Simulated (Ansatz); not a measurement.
The system is Pd.

```
Pd
1.0
     0.00000    1.94650    1.94650
     1.94650    0.00000    1.94650
     1.94650    1.94650    0.00000
Pd
1
Direct
  0.00000 0.00000 0.00000
```

| Quantity | Value |
| --- | --- |
| Program | Ansatz 0.2.0 |
| Task | relaxation of cell and atoms |
| Functional | PBEsol |
| Potentials or basis | all-electron LAPW, scalar-relativistic |
| Basis error allowed | 0.001 eV/atom |
| k mesh | 12 × 12 × 12 |
| Occupations | fermi-dirac, width 0.05 eV |
| Spin | no spin polarisation |

At the start: volume 14.75 Å³/atom.

Question: Where does the relaxation end?

Answer: Over 5 steps the energy falls by 2.1 meV/atom and the volume is 14.53 Å³/atom (-1.5 %); space group Fm-3m (No. 225, to 0.05 Å).

The path:
| step | energy change (eV) | largest force (eV/Å) | volume (Å³) |
| --- | --- | --- | --- |
| 1 | 0.0000 | 0.0000 | 14.75 |
| 2 | -0.0008 | 0.0000 | 14.36 |
| 3 | -0.0021 | 0.0000 | 14.54 |
| 4 | -0.0021 | 0.0000 | 14.53 |
| 5 | -0.0021 | 0.0000 | 14.53 |

Final structure:
```
Pd
1.0
     0.00000    1.93677    1.93677
     1.93677    0.00000    1.93677
     1.93677    1.93677    0.00000
Pd
1
Direct
  0.00000 0.00000 0.00000
```
